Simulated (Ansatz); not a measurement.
## BN under pressure

All numbers below come from DFT r2SCAN, scalar-relativistic, plane waves, PAW in Ansatz. Settings: 500 eV cutoff, 12×12×4 k-mesh, Gaussian smearing of 0.02 eV, no spin polarisation.

Starting point, cell and atoms relaxed:

```xyz
4
Lattice="2.5009 0.0000 0.0000 -1.2505 2.1659 0.0000 0.0000 0.0000 6.8743" Properties=species:S:1:pos:R:3 pbc="T T T"
B     0.0000    1.4439    1.7186
B     1.2505    0.7220    5.1557
N     0.0000    1.4439    5.1557
N     1.2505    0.7220    1.7186
```

Cell and atoms are relaxed at each pressure within the symmetry of the start, at zero temperature, so transitions that lower the symmetry aren't seen. The k-mesh given is that at zero pressure and may differ at others. Gaps are generalised Kohn–Sham gaps over the whole zone.

(1) Give the structure at 1 GPa.

## Answers

(1)
```xyz
4
Lattice="2.4987 0.0000 0.0000 -1.2494 2.1640 0.0000 0.0000 0.0000 6.6294" Properties=species:S:1:pos:R:3 pbc="T T T"
B     0.0000    1.4426    1.6574
B     1.2494    0.7213    4.9721
N     0.0000    1.4426    4.9721
N     1.2494    0.7213    1.6574
```
It takes space group P6_3/mmc (No. 194, hexagonal). Conventional cell: a = 2.499 Å, b = 2.499 Å, c = 6.629 Å, α = 90.00°, β = 90.00°, γ = 120.00°. B (site symmetry -6m2) is surrounded by 3 N at 1.44 Å. N (site symmetry -6m2) is surrounded by 3 B at 1.44 Å.